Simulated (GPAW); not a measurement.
Write an ASE script for GPAW 26.7.0 that does the following.

| Quantity | Value |
| --- | --- |
| Task | band structure |
| Functional | r4SCAN |
| Potentials or basis | GPAW PAW data sets (gpaw-data 1.2.1) |
| Cutoff | 600 eV |
| Basis | pw |
| k mesh | 9 × 9 × 9 |
| Occupations | fermi-dirac, width 0.05 eV |
| Spin | spin-orbit coupling, no magnetisation |
| Maxiter | 150 |
| Band path | GXWKGLUWLK,UX |
| Band points | 80 |
| spin axis theta (degrees) | 0 |
| spin axis phi (degrees) | 0 |
| Soc after scf | second variation without the xc potential |

The structure of Pd lies in Pd.cif:

```cif
data_Pd
_cell_length_a 2.75276670
_cell_length_b 2.75276670
_cell_length_c 2.75276670
_cell_angle_alpha 60.00000000
_cell_angle_beta 60.00000000
_cell_angle_gamma 60.00000000
_space_group_name_H-M_alt 'P1'
_space_group_name_Hall 'P 1'
_space_group_IT_number 1
loop_
_space_group_symop_operation_xyz
'x,y,z'
loop_
_atom_site_label
_atom_site_type_symbol
_atom_site_symmetry_multiplicity
_atom_site_Wyckoff_symbol
_atom_site_fract_x
_atom_site_fract_y
_atom_site_fract_z
_atom_site_occupancy
Pd1 Pd 1 a 0.0000000000 0.0000000000 0.0000000000 1
```

These files were run (other wordings do the same):

run.py

```python
import numpy as np
from ase.dft.bandgap import bandgap
from ase.io import read, write
from ase.units import GPa
from gpaw import GPAW, PW
from gpaw.spinorbit import soc_eigenstates

atoms = read('Pd.cif')

calc = GPAW(mode=PW(600),
            xc='MGGA_X_R4SCAN+MGGA_C_R2SCAN',
            kpts={'size': (9, 9, 9), 'gamma': True},
            occupations={'name': 'fermi-dirac', 'width': 0.05},
            nbands=17,
            convergence={'density': 1e-05, 'energy': 1e-05},
            maxiter=150,
            txt='gpaw.txt')
atoms.calc = calc
energy = atoms.get_potential_energy()
forces = atoms.get_forces()
stress = atoms.get_stress()
calc.write('gs.gpw')
write('result.traj', atoms)
print(f'Energy: {energy:.6f} eV')
print('Forces (eV/A):')
print(forces.round(4))
print('Stress (GPa):', (stress / GPa).round(3))
print('Fermi level:', round(calc.get_fermi_level(), 4), 'eV')
print(f'Gap: {bandgap(calc)[0]:.4f} eV, direct: {bandgap(calc, direct=True)[0]:.4f} eV')

path = atoms.cell.bandpath('GXWKGLUWLK,UX', npoints=80, eps=1e-4)
bs_calc = calc.fixed_density(kpts=path, symmetry='off', nbands=25,
                             convergence={'bands': 'CBM+6.0', 'eigenstates': 1e-6}, txt='bands.txt')
bs = bs_calc.band_structure()
bs.write('bs.json')
print(f'Gap on the path: {bandgap(bs_calc)[0]:.4f} eV')

soc = soc_eigenstates(bs_calc, theta=0, phi=0, ignore_xc_potential=True)
np.savetxt('soc_bands.dat', soc.eigenvalues(), fmt='%.4f')
mesh = soc_eigenstates('gs.gpw', theta=0, phi=0, ignore_xc_potential=True)
np.savetxt('soc_mesh.dat', mesh.eigenvalues(), fmt='%.4f')
print('Fermi level with spin-orbit coupling:', round(mesh.fermi_level, 4), 'eV')
```

Potentials or basis: GPAW PAW data sets (gpaw-data 1.2.1), pw.

Run with:

```console
$ OMP_NUM_THREADS=1 python run.py
```

Results of the run:

The pressure is 1.3 GPa and the band gap along the path is none (metal or under the smearing width).

Caveat: spin-orbit coupling was added after a scalar SCF, so levels and gaps hold it while energy, forces, pressure and moments don't; this program's spin-orbit splittings come out too wide for heavy elements; the PAW data sets were made with another functional, which shifts forces and pressure a little.

It took 39 s on 1 thread of AMD EPYC 7B13 (Zen 3) (shared host), peak memory 0.27 GiB.
